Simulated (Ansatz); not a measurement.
## WSe2: ideal shear of a crystal plane

Theory: DFT PBEsol, scalar-relativistic, plane waves, PAW (Ansatz). The runs took a 420 eV cutoff, a Γ-centred 9×9×2 mesh and Gaussian smearing (0.05 eV). Spin–orbit coupling is left out, which can shift energies with elements as heavy as these. No spin polarisation. Energies are free energies at this smearing, counted from the undisturbed cell; pressure is positive in compression.

The undisturbed cell (relaxed at this level):

```
W Se
1.0
    -3.27115    0.00000    0.00000
    -1.63558   -2.83290    0.00000
     0.00000    0.00000   13.22067
W Se
2 4
Direct
  0.33333 0.33333 0.75000
  0.66667 0.66667 0.25000
  0.33333 0.33333 0.12339
  0.66667 0.66667 0.62339
  0.33333 0.33333 0.37661
  0.66667 0.66667 0.87661
```

The cell holds layers and no dispersion correction was added, so their binding is poorly described.

The cut lies on the cell's a–b face, a (0 0 1) plane (indices in the standard cell, whose axes needn't be the Cartesian ones shown) of area 9.27 Å², between layers 3.26 Å apart. Vector c is tilted by f times 1·a + 1·b (length 5.666 Å) with the atoms' Cartesian places fixed: one unrelaxed fault a cell. The traction is dγ/du, the slope of γ against the slip u in Å.

| f | γ (mJ/m²) | traction (GPa) |
| --- | --- | --- |
| 0.0000 | 0 | 0.0 |
| 0.0833 | 26 | 1.1 |
| 0.1667 | 101 | 1.9 |
| 0.2500 | 187 | 1.5 |
| 0.3333 | 225 | 0.0 |
| 0.4167 | 190 | -1.4 |
| 0.5000 | 117 | -1.5 |
| 0.5833 | 62 | -0.7 |
| 0.6667 | 47 | 0.0 |
| 0.7500 | 51 | 0.0 |
| 0.8333 | 43 | -0.4 |
| 0.9167 | 17 | -0.6 |

Task: Read off the first barrier and the stress needed to climb it, and compare with Frenkel's sinusoid.

Result: The first sampled maximum lies at f = 0.333, a slip of 1.89 Å, with γ ≈ 225 mJ/m², which stands in for the unstable fault energy γ_us, and the steepest sampled slope before it is 1.9 GPa. A sinusoid γ = γ_us sin²(πu/λ) with its maximum there has λ = 3.78 Å and a largest slope πγ_us/λ = 1.9 GPa (1 mJ/m² per Å = 0.01 GPa). The stand-in is too high: a rotation axis of order three or more passes through this point, so the curvature is the same in every direction of the plane and the point is a peak of the γ-surface, which slip goes round.

Task: Is there a metastable fault on this line?

Result: The samples dip to a local minimum of 47 mJ/m² at f = 0.667. If it survives relaxation and slip across the line, it is a planar fault that lets a dislocation split into partials, more widely the lower its energy (an antiphase boundary, where the slip puts unlike atoms in each other's places). Between this point and the perfect stacking at f = 1 the samples rise only to 51 mJ/m², so slip in the opposite sense meets a far lower barrier than the first maximum.

The cut is rigid; relaxing the faces lowers these energies and usually the stresses.

Cost: 12 runs of about 4.2 core-minutes in all, on AMD EPYC 7R43 (Zen 3) (shared hosts).